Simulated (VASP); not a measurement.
# CO2 (R-3c) in VASP: electric field gradients with LDA

Aim: the electric field gradients of CO2 with LDA.

Program: VASP 6.6.1. These are calculated values, not measurements. Logs are shortened: lines on timing, memory, paths and dates and some standing lists are left out, and cuts for length are marked.

## (1) The crystal as given

The structure is trigonal, space group R-3c (No. 167). The conventional cell has a = 9.783 Å, b = 9.783 Å, c = 12.155 Å, α = 90.00°, β = 90.00°, γ = 120.00°. C (site symmetry -3) has 2 O at 1.17 Å as nearest neighbours. C (site symmetry 2) is surrounded by 2 O at 1.17 Å. O (site symmetry 3) is surrounded by 1 C at 1.17 Å. Around O (site symmetry 1) lie 1 C at 1.17 Å.

The cell comes from a database or a generator and needn't be the stable form of this composition.

## (2) Electric field gradients, LDA

Contents of INCAR:

```
SYSTEM = CO2
ALGO = Fast
EDIFF = 1E-8
ENCUT = 520
GGA = CA
ISIF = 2
ISMEAR = -1
LASPH = .True.
LCHARG = .False.
LEFG = .True.
LREAL = Auto
LWAVE = .False.
NBANDS = 82
NELM = 100
PREC = Accurate
SIGMA = 0.02
```

Contents of KPOINTS:

```
k-points
0
Gamma
  4 4 4
  0 0 0
```

Contents of POSCAR:

```
CO2
1.0
    4.8917483997      2.8242522554      4.0518269967
   -4.8917483997      2.8242522554      4.0518269967
    0.0000000000     -5.6485045107      4.0518269967
C O
8 16
Direct
    0.0000000000      0.0000000000      0.0000000000
    0.5000000000      0.5000000000      0.5000000000
    0.4978825400      0.7500000000      0.0021174600
    0.7500000000      0.0021174600      0.4978825400
    0.0021174600      0.4978825400      0.7500000000
    0.9978825400      0.5021174600      0.2500000000
    0.5021174600      0.2500000000      0.9978825400
    0.2500000000      0.9978825400      0.5021174600
    0.9040076700      0.9040076700      0.9040076700
    0.4040076700      0.4040076700      0.4040076700
    0.0959923300      0.0959923300      0.0959923300
    0.5959923300      0.5959923300      0.5959923300
    0.5985569600      0.6602942900      0.1028795800
    0.6602942900      0.1028795800      0.5985569600
    0.1028795800      0.5985569600      0.6602942900
    0.0985569600      0.6028795800      0.1602942900
    0.6028795800      0.1602942900      0.0985569600
    0.1602942900      0.0985569600      0.6028795800
    0.4014430400      0.3397057100      0.8971204200
    0.3397057100      0.8971204200      0.4014430400
    0.8971204200      0.4014430400      0.3397057100
    0.9014430400      0.3971204200      0.8397057100
    0.3971204200      0.8397057100      0.9014430400
    0.8397057100      0.9014430400      0.3971204200
```

Potentials or basis: VASP PAW LDA potentials, release 64 (C, O).

Run with:

```sh
> cat potpaw_LDA.64/C/POTCAR potpaw_LDA.64/O/POTCAR > POTCAR
> mpirun -np 1 vasp_std > vasp.out
```

OUTCAR:

```text
SYSTEM = CO2
   EDIFF = 1E-8
   ENCUT = 520
   GGA = CA
   ISIF = 2
   ISMEAR = -1
   LASPH = .True.
   LREAL = Auto
   NELM = 100
   PREC = Accurate

 ion  position               nearest neighbor table
   1  0.000  0.000  0.000-   9 1.17  11 1.17
   2  0.500  0.500  0.500-  10 1.17  12 1.17
   3  0.498  0.750  0.002-  13 1.17  23 1.17
   4  0.750  0.002  0.498-  24 1.17  14 1.17
   5  0.002  0.498  0.750-  15 1.17  22 1.17
   6  0.998  0.502  0.250-  16 1.17  21 1.17
   7  0.502  0.250  0.998-  19 1.17  17 1.17
   8  0.250  0.998  0.502-  18 1.17  20 1.17
   9  0.904  0.904  0.904-   1 1.17
  10  0.404  0.404  0.404-   2 1.17
  11  0.096  0.096  0.096-   1 1.17
  12  0.596  0.596  0.596-   2 1.17
  13  0.599  0.660  0.103-   3 1.17
  14  0.660  0.103  0.599-   4 1.17
[... 8 lines left out ...]
  23  0.397  0.840  0.901-   3 1.17
  24  0.840  0.901  0.397-   4 1.17

  LATTYP: Found a trigonal (rhomboedric) cell.
 ALAT       =     6.9514678464
 COS(alpha) =     0.0096124272

  Lattice vectors:

 A1 = (   4.8917483997,   2.8242522554,   4.0518269967)
 A2 = (  -4.8917483997,   2.8242522554,   4.0518269967)
 A3 = (   0.0000000000,  -5.6485045107,   4.0518269967)

Analysis of symmetry for initial positions (statically):
=====================================================================
 Subroutine PRICEL returns:
 Original cell was already a primitive cell.

 Routine SETGRP: Setting up the symmetry group for a
 trigonal (rhombohedral) supercell.

 Subroutine GETGRP returns: Found 12 space group operations
 (whereof  6 operations were pure point group operations)
 out of a pool of 12 trial point group operations.

The static configuration has the point symmetry S_6 .
 The point group associated with its full space group is D_3d.

Analysis of symmetry for dynamics (positions and initial velocities):
=====================================================================
 Subroutine PRICEL returns:
 Original cell was already a primitive cell.

 Routine SETGRP: Setting up the symmetry group for a
 trigonal (rhombohedral) supercell.

 Subroutine GETGRP returns: Found 12 space group operations
 (whereof  6 operations were pure point group operations)
 out of a pool of 12 trial point group operations.

The dynamic configuration has the point symmetry S_6 .
 The point group associated with its full space group is D_3d.

 Subroutine INISYM returns: Found 12 space group operations
 (whereof  6 operations are pure point group operations),
 and found     1 'primitive' translations

----------------------------------------------------------------------------------------

                                     Primitive cell

  volume of cell :     335.8689

  direct lattice vectors                    reciprocal lattice vectors
     4.891748400  2.824252255  4.051826997     0.102212943  0.059012670  0.082267415
    -4.891748400  2.824252255  4.051826997    -0.102212943  0.059012670  0.082267415
     0.000000000 -5.648504511  4.051826997     0.000000000 -0.118025340  0.082267415

  length of vectors
     6.951467846  6.951467846  6.951467846     0.143867677  0.143867677  0.143867677

  position of ions in fractional coordinates (direct lattice)
     0.000000000  0.000000000  0.000000000
     0.500000000  0.500000000  0.500000000
     0.497882540  0.750000000  0.002117460
     0.750000000  0.002117460  0.497882540
     0.002117460  0.497882540  0.750000000
     0.997882540  0.502117460  0.250000000
[... 16 lines left out ...]
     0.397120420  0.839705710  0.901443040
     0.839705710  0.901443040  0.397120420

  ion indices of the primitive-cell ions
   primitive index   ion index
                 1           1
                 2           2
                 3           3
                 4           4
                 5           5
                 6           6
[... 16 lines left out ...]
                23          23
                24          24

----------------------------------------------------------------------------------------

 KPOINTS: k-points

Automatic generation of k-mesh.
 Grid dimensions read from file:
 generate k-points for:    4    4    4

 Generating k-lattice:

  Cartesian coordinates                     Fractional coordinates (reciprocal lattice)
     0.025553236  0.014753168  0.020566854     0.250000000  0.000000000  0.000000000
    -0.025553236  0.014753168  0.020566854     0.000000000  0.250000000  0.000000000
     0.000000000 -0.029506335  0.020566854     0.000000000  0.000000000  0.250000000
[... 36 lines left out ...]
   PREC   = accura    normal or accurate (medium, high low for compatibility)
   ISTART =      0    job   : 0-new  1-cont  2-samecut
   ICHARG =      2    charge: 1-file 2-atom 10-const
   ISPIN  =      1    spin polarized calculation?
   LNONCOLLINEAR =      F non collinear calculations
   LSORBIT =      F    spin-orbit coupling
   LASPH  =      T    aspherical Exc in radial PAW
   ENCUT  =  520.0 eV  38.22 Ry    6.18 a.u.  12.93 12.93 12.93*2*pi/ulx,y,z
   NELM   =    100;   NELMIN=  2; NELMDL= -5     # of ELM steps
   EDIFF  = 0.1E-07   stopping-criterion for ELM
   LREAL  =      T    real-space projection
   EDIFFG = 0.1E-06   stopping-criterion for IOM
   NSW    =      0    number of steps for IOM
   IBRION =     -1    ionic relax: 0-MD 1-quasi-New 2-CG
   NFREE  =      0    steps in history (QN), initial steepest desc. (CG)
   ISIF   =      2    stress and relaxation
   ISYM   =      2    0-nonsym 1-usesym 2-fastsym
   POTIM  = 0.5000    time-step for ionic-motion
   TEBEG  =    0.0;   TEEND  =   0.0 temperature during run
   PSTRESS=    0.0 pullay stress
   NELECT =     128.0000    total number of electrons
   NUPDOWN=      -1.0000    fix difference up-down
   EMIN   =  10.00;   EMAX   =-10.00  energy-range for DOS
   EFERMI =   0.00;   METHOD = LEGACY
   ISMEAR =    -1;   SIGMA  =   0.02  broadening in eV -4-tet -1-fermi 0-gaus
   EFERMI_NEDOS =   21; number of points for ismear=-14 and -15
   IALGO  =     68    algorithm
   IMIX   =      4    mixing-type and parameters
     AMIX     =   0.40;   BMIX     =  1.00
     AMIX_MAG =   1.60;   BMIX_MAG =  1.00
  volume/ion in A,a.u.               =      13.99        94.44
  Fermi-wavevector in a.u.,A,eV,Ry     =   1.186920  2.242954 19.167614  1.408780
  Thomas-Fermi vector in A             =   2.323083
   LORBIT       =      0    0 simple, 1 ext, 2 COOP (PROOUT), +10 PAW based schemes
   GGA     = CA    functional components
   LHFCALC =     F    Hartree Fock is set to
   AEXX    =    0.0000 exact exchange contribution
   IVDW    =     0    specifies the selected vdW correction
   LEPSILON=     F    determine dielectric tensor
   LRPA    =     F    only Hartree local field effects (RPA)
 non-spin polarized calculation
 RMM-DIIS sequential band-by-band and
  energy-cutoff  :      520.00
  volume of cell :      335.87
 maximum number of plane-waves:      9094
 NGX is ok and might be reduce to    54
   NGX = 25   NGY = 25   NGZ = 25

 number of electron     127.9999967 magnetization

 Free energy of the ion-electron system (eV)
  ---------------------------------------------------
  ext. energy  EPLUGINS =         0.00000000
  ---------------------------------------------------
  free energy    TOTEN  =      -198.89990840 eV

  energy without entropy =     -198.89990840  energy(sigma->0) =     -198.89990840

 E-fermi :  -2.9897     XC(G=0):  -8.7803

 val. band max:       -3.4601129886   @ k =   0.5000   0.5000   0.0000
 cond. band min:       2.8755395610   @ k =   0.0000   0.0000   0.0000
 fundamental gap:      6.3356525497
 Fermi energy:        -2.9896743017

 k-point     1 :       0.0000    0.0000    0.0000
  band No.  band energies     occupation
      1     -23.9945      2.00000
      2     -23.8479      2.00000
      3     -23.8479      2.00000
      4     -23.7527      2.00000
      5     -23.7527      2.00000
      6     -23.7476      2.00000
[... 1016 lines left out ...]
     75       4.6788      0.00000
     76       4.6823      0.00000
 [bands above 76 left out]

------------------------ aborting loop because EDIFF is reached ----------------------------------------

  FORCE on cell =-STRESS in cart. coord.  units (eV):
  Direction    XX          YY          ZZ          XY          YZ          ZX
  --------------------------------------------------------------------------------------
  -------------------------------------------------------------------------------------
  Total       -1.9887838     -1.9887838     -1.9043707      0.0000000     -0.0000000      0.0000000
  in kB       -9.4869892     -9.4869892     -9.0843181      0.0000000     -0.0000000      0.0000000
  external PRESSURE =      -9.3527655 kB  Pullay stress =       0.0000000 kB

 VOLUME and BASIS-vectors are now :
 -----------------------------------------------------------------------------
  energy-cutoff  :      520.00
  volume of cell :      335.87
      direct lattice vectors                 reciprocal lattice vectors
     4.891748400  2.824252255  4.051826997     0.102212943  0.059012670  0.082267415
    -4.891748400  2.824252255  4.051826997    -0.102212943  0.059012670  0.082267415
     0.000000000 -5.648504511  4.051826997     0.000000000 -0.118025340  0.082267415

 POSITION                                       TOTAL-FORCE (eV/Angst)
 -----------------------------------------------------------------------------------
      0.00000      0.00000      0.00000        -0.000000     -0.000000     -0.000000
      0.00000      0.00000      6.07774        -0.000000     -0.000000     -0.000000
     -1.23330      3.51237      5.06478        -0.007710     -0.013353     -0.000000
      3.65845     -0.68812      5.06478        -0.007710      0.013353     -0.000000
     -2.42516     -2.82425      5.06478         0.015419     -0.000000     -0.000000
      2.42516      2.82425      7.09070        -0.015419     -0.000000     -0.000000
[... 16 lines left out ...]
     -2.16502     -1.59870      8.66390        -0.145280      0.075015     -0.052318
     -0.30200      2.67431      8.66390         0.137605      0.088309     -0.052318
 -----------------------------------------------------------------------------------
    total drift:                               -0.000000     -0.000000      0.000000

  FREE ENERGIE OF THE ION-ELECTRON SYSTEM (eV)
  ---------------------------------------------------
  free  energy   TOTEN  =      -198.8999083986 eV

  energy  without entropy=     -198.8999083986  energy(sigma->0) =     -198.89990840

 Electric field gradients (V/A^2)
---------------------------------------------------------------------
 ion       V_xx      V_yy      V_zz      V_xy      V_xz      V_yz
---------------------------------------------------------------------
   1      24.877    24.877   -49.754     0.000     0.000    -0.000
   2      24.877    24.877   -49.754    -0.000     0.000    -0.000
   3     -22.737     9.004    13.733    27.488   -23.054    13.311
   4     -22.737     9.004    13.733   -27.488    23.054    13.311
   5      24.874   -38.607    13.733     0.000     0.000   -26.621
   6      24.874   -38.607    13.733     0.000     0.000   -26.621
[... 16 lines left out ...]
  23      28.227   -11.036   -17.190   -33.958    28.621   -15.831
  24      28.188   -10.997   -17.190    33.980   -28.020   -16.872
---------------------------------------------------------------------

 Electric field gradients after diagonalization (V/A^2)
 (convention: |V_zz| > |V_xx| > |V_yy|)
----------------------------------------------------------------------
 ion       V_xx      V_yy      V_zz     asymmetry (V_yy - V_xx)/ V_zz
----------------------------------------------------------------------
   1      24.877    24.877   -49.754       0.000
   2      24.877    24.877   -49.754       0.000
   3      24.893    24.874   -49.768       0.000
   4      24.893    24.874   -49.768       0.000
   5      24.893    24.874   -49.768       0.000
   6      24.893    24.874   -49.768       0.000
[... 16 lines left out ...]
  23     -31.264   -30.159    61.424       0.018
  24     -31.264   -30.159    61.424       0.018
----------------------------------------------------------------------

           NMR quadrupolar parameters

 Cq : quadrupolar parameter    Cq=e*Q*V_zz/h
 eta: asymmetry parameters     (V_yy - V_xx)/ V_zz
 Q  : nuclear electric quadrupole moment in mb (millibarn)
----------------------------------------------------------------------
 ion       Cq(MHz)       eta       Q (mb)
----------------------------------------------------------------------
   1      -0.120       0.000       1.000
   2      -0.120       0.000       1.000
   3      -0.120       0.000       1.000
   4      -0.120       0.000       1.000
   5      -0.120       0.000       1.000
   6      -0.120       0.000       1.000
[... 16 lines left out ...]
  23       0.149       0.018       1.000
  24       0.149       0.018       1.000
----------------------------------------------------------------------
```

Run time: 7.4 min. Hardware: 1 thread of Intel Xeon Platinum 8488C (Sapphire Rapids), shared host; peak memory 0.4 GiB.

Results:

- Free energy: -198.8999 eV
- Pressure: -0.9 GPa
- Largest force: 0.172 eV/Å
- Band gap on the k mesh: 6.34 eV, indirect (least direct gap 6.44 eV)

Forces in eV/Å, atoms in the order of the input:
```
C    0.000  0.000  0.000
C    0.000  0.000  0.000
C   -0.008 -0.013  0.000
C   -0.008  0.013  0.000
C    0.015  0.000  0.000
C   -0.015  0.000  0.000
C    0.008  0.013  0.000
C    0.008 -0.013  0.000
O    0.000  0.000 -0.163
O    0.000  0.000 -0.163
O    0.000  0.000  0.163
O    0.000  0.000  0.163
O    0.138 -0.088  0.052
O   -0.145 -0.075  0.052
O    0.008  0.163  0.052
O   -0.008  0.163  0.052
O    0.145 -0.075  0.052
O   -0.138 -0.088  0.052
O   -0.138  0.088 -0.052
O    0.145  0.075 -0.052
O   -0.008 -0.163 -0.052
O    0.008 -0.163 -0.052
O   -0.145  0.075 -0.052
O    0.138  0.088 -0.052
```

Levels at points of the mesh, in eV from the valence-band top:
| k point | band 60 | band 61 | band 62 | band 63 | band 64 | band 65 | band 66 | band 67 | band 68 | band 69 |
| --- | --- | --- | --- | --- | --- | --- | --- | --- | --- | --- |
| (0.00, 0.00, 0.00) | -0.31 | -0.19 | -0.19 | -0.10 | -0.10 | 6.34 | 7.33 | 7.33 | 7.41 | 7.66 |
| (0.50, 0.00, 0.00) | -0.31 | -0.19 | -0.19 | -0.13 | -0.13 | 7.34 | 7.34 | 7.44 | 7.44 | 7.71 |
| (0.50, 0.50, 0.00) | -0.35 | -0.32 | -0.20 | -0.13 | 0.00 | 7.57 | 7.65 | 7.76 | 7.81 | 7.83 |
| (0.50, 0.50, 0.50) | -0.27 | -0.14 | -0.14 | -0.14 | -0.14 | 7.90 | 7.91 | 7.96 | 7.96 | 8.06 |

Electric field gradients, principal values (V/Å²):
```
atom      Vxx      Vyy      Vzz
 1 C   24.877   24.877  -49.754
 2 C   24.877   24.877  -49.754
 3 C   24.874   24.893  -49.768
 4 C   24.874   24.893  -49.768
 5 C   24.874   24.893  -49.768
 6 C   24.874   24.893  -49.768
 7 C   24.874   24.893  -49.768
 8 C   24.874   24.893  -49.768
 9 O  -30.937  -30.937   61.873
10 O  -30.937  -30.937   61.873
11 O  -30.937  -30.937   61.873
12 O  -30.937  -30.937   61.873
13 O  -30.159  -31.264   61.424
14 O  -30.159  -31.264   61.424
15 O  -30.159  -31.264   61.424
16 O  -30.159  -31.264   61.424
17 O  -30.159  -31.264   61.424
18 O  -30.159  -31.264   61.424
19 O  -30.159  -31.264   61.424
20 O  -30.159  -31.264   61.424
21 O  -30.159  -31.264   61.424
22 O  -30.159  -31.264   61.424
23 O  -30.159  -31.264   61.424
24 O  -30.159  -31.264   61.424
```

Caveat: the standard files for N, O and F lose accuracy on very short bonds. A k mesh can miss the band edges.
